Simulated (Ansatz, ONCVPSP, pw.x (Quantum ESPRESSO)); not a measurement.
**pw.x on sc Ba: one setting changed**

Potential: optimised norm-conserving Vanderbilt (ONCV), ONCVPSP 4.0.1.1 (patched build), PBE; core [Kr] 4d10, reference 5s2 5p6 6s2; waves: 5s+6s: rc 3.10 bohr, ncon 4, nbas 8, qcut 4.1 1/bohr, 3 projectors, debl 2.9 Ha; 5p: rc 2.40 bohr, ncon 4, nbas 7, qcut 4.7 1/bohr, 3 projectors, debl 1.9 Ha; d scattering state at 0.1 Ha: rc 2.40 bohr, ncon 3, nbas 6, qcut 4.1 1/bohr, 2 projectors, debl 3.8 Ha; local part: polynomial inside 1.50 bohr (lpopt 2, dvloc0 -1 Ha); core correction: Teter function, fcfact 4.5, rcfact 1.05. In the d channel the program set the typed energies aside and used 0.050, 3.850 Ha.

The reference run (k-mesh 8³, cutoffs 50/200 Ry, Fermi–Dirac 0.01 Ry, mixing_beta 0.4, conv_thr 1e-9, no spin) gives 0.06 GPa at 62.204 Å³/atom, where all-electron LAPW gives 0.01 GPa. This run, with its own iteration cap, changes nosym to true.

```
&control
  calculation='scf', prefix='x', pseudo_dir='./', outdir='./tmp', tstress=.true., disk_io='none'
/
&system
  ibrav=0, nat=1, ntyp=1, ecutwfc=50, ecutrho=200, nbnd=12,
  occupations='smearing', smearing='fd', degauss=0.01, nosym=.true.
/
&electrons
  conv_thr=1e-09, mixing_beta=0.4, electron_maxstep=50
/
ATOMIC_SPECIES
Ba 1.0 Ba.UPF
CELL_PARAMETERS angstrom
  3.96222777 0.00000000 0.00000000
  0.00000000 3.96222777 0.00000000
  0.00000000 0.00000000 3.96222777
ATOMIC_POSITIONS crystal
Ba 0.0000 0.0000 0.0000
K_POINTS automatic
8 8 8 0 0 0
```

```bash
pw.x < Ba.scf.in > Ba.scf.out
```

Question: How does the run end?

Answer: It converges in 8 iterations; the free energy moves by +0.0 meV/atom and the pressure by +0.00 GPa. The result is that of the reference run.

```
lattice parameter (alat)  =       7.4875  a.u.
     unit-cell volume          =     419.7734 (a.u.)^3
     number of electrons       =        10.00
     number of Kohn-Sham states=           12
     kinetic-energy cutoff     =      50.0000  Ry
     charge density cutoff     =     200.0000  Ry
     scf convergence threshold =      1.0E-09
     Exchange-correlation= PBE
     number of k points=   260  Fermi-Dirac smearing, width (Ry)=  0.0100
     iteration #  1     ecut=    50.00 Ry     beta= 0.40
     total energy              =     -54.09538289 Ry
     estimated scf accuracy    <       0.00295804 Ry
     iteration #  2     ecut=    50.00 Ry     beta= 0.40
     total energy              =     -54.09565138 Ry
     estimated scf accuracy    <       0.00081564 Ry
     iteration #  3     ecut=    50.00 Ry     beta= 0.40
     total energy              =     -54.09573865 Ry
     estimated scf accuracy    <       0.00005810 Ry
     [... 2 iterations left out ...]
     iteration #  6     ecut=    50.00 Ry     beta= 0.40
     total energy              =     -54.09574623 Ry
     estimated scf accuracy    <          2.0E-09 Ry
     iteration #  7     ecut=    50.00 Ry     beta= 0.40
     total energy              =     -54.09574623 Ry
     estimated scf accuracy    <          3.8E-09 Ry
     iteration #  8     ecut=    50.00 Ry     beta= 0.40
     the Fermi energy is     5.7887 ev
!    total energy              =     -54.09574623 Ry
     estimated scf accuracy    <          1.5E-11 Ry
     smearing contrib. (-TS)   =      -0.00617343 Ry
     The total energy is F=E-TS. E is the sum of the following terms:
     one-electron contribution =     -15.44451606 Ry
     hartree contribution      =       9.50860886 Ry
     xc contribution           =     -10.26000437 Ry
     ewald contribution        =     -37.89366123 Ry
     convergence has been achieved in   8 iterations
          total   stress  (Ry/bohr**3)                   (kbar)     P=        0.63
     Message from routine punch:
     Nothing written, as per user request (disk_io='none')
```

The run took about 2.8 min on one core of a shared host (Neoverse-N1, 64 threads, 124 GiB, load 50).
